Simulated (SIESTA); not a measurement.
Input of a SIESTA 5.4.2 run:

Contents of BAs.fdf:

```
SystemName                      BAs
SystemLabel                     BAs
NumberOfSpecies                 2
NumberOfAtoms                   2
%block ChemicalSpeciesLabel
  1   5 B
  2  33 As
%endblock ChemicalSpeciesLabel

LatticeConstant                 2.9975600000 Ang
%block LatticeParameters
  1.0000000000 1.0000000000 1.0000000000 90.0000000000 90.0000000000 90.0000000000
%endblock LatticeParameters
AtomicCoordinatesFormat         Fractional
%block AtomicCoordinatesAndAtomicSpecies
     0.0000000000     0.0000000000     0.0000000000  1  B
     0.5000000000     0.5000000000     0.5000000000  2  As
%endblock AtomicCoordinatesAndAtomicSpecies

%block kgrid.MonkhorstPack
    6   0   0  0.0
    0   6   0  0.0
    0   0   6  0.0
%endblock kgrid.MonkhorstPack
XC.Functional                   GGA
XC.Authors                      RPBE
PAO.BasisSize                   TZP
PAO.EnergyShift                 0.002 Ry
Mesh.Cutoff                     500 Ry
OccupationFunction              FD
ElectronicTemperature           0.05 eV
MaxSCFIterations                120
SCF.MustConverge                false
SCF.Mixer.Method                Pulay
SCF.Mixer.Weight                0.25
SCF.Mixer.History               8
SCF.DM.Tolerance                5.0e-05
SCF.H.Tolerance                 1.0e-03 eV
WriteForces                     true
Charge.Mulliken                 end
Charge.Hirshfeld                end
Charge.Voronoi                  end
SaveRho                         true
SaveElectrostaticPotential      true
%block ProjectedDensityOfStates
  EF -15.0 5.0 0.1 301 eV
%endblock ProjectedDensityOfStates
%block PDOS.kgrid.MonkhorstPack
    9   0   0  0.0
    0   9   0  0.0
    0   0   9  0.0
%endblock PDOS.kgrid.MonkhorstPack
```

Potentials or basis: PseudoDojo 0.4 standard (PBE files), TZP (energy shift 0.002 Ry).

Command:

```sh
$ siesta BAs.fdf > BAs.out 2>&1
```

Problem. What does it give for the band gap on the k mesh?

Solution. None (metal or under the smearing width).

Problem. Estimate the Voronoi charges.

Solution. B -0.16; As +0.16 e.

States per cell in windows of 1 eV (zero at the Fermi level; states under -8 eV left out):
```tsv
from (eV)	total	As_p	B_p	B_s	As_d	As_s	B_d
-8.0	0.49	0.15	0.03	0.24	0.03	0.04	0.01
-7.0	0.70	0.21	0.07	0.29	0.05	0.07	0.01
-6.0	0.56	0.21	0.09	0.16	0.04	0.05	0.01
-5.0	0.67	0.29	0.15	0.13	0.04	0.04	0.01
-4.0	0.71	0.31	0.19	0.12	0.03	0.04	0.01
-3.0	0.86	0.34	0.23	0.17	0.06	0.04	0.02
-2.0	0.62	0.28	0.18	0.07	0.05	0.02	0.02
-1.0	1.18	0.45	0.41	0.15	0.11	0.03	0.03
0.0	0.52	0.23	0.20	0.02	0.05	0.01	0.02
1.0	1.18	0.39	0.52	0.11	0.10	0.03	0.03
2.0	0.86	0.27	0.45	0.04	0.05	0.02	0.02
3.0	0.95	0.32	0.50	0.05	0.04	0.02	0.02
4.0	0.94	0.41	0.40	0.06	0.04	0.01	0.02
```

Caveat: the basis of atomic orbitals isn't converged, which shifts pressures, moduli and gaps.
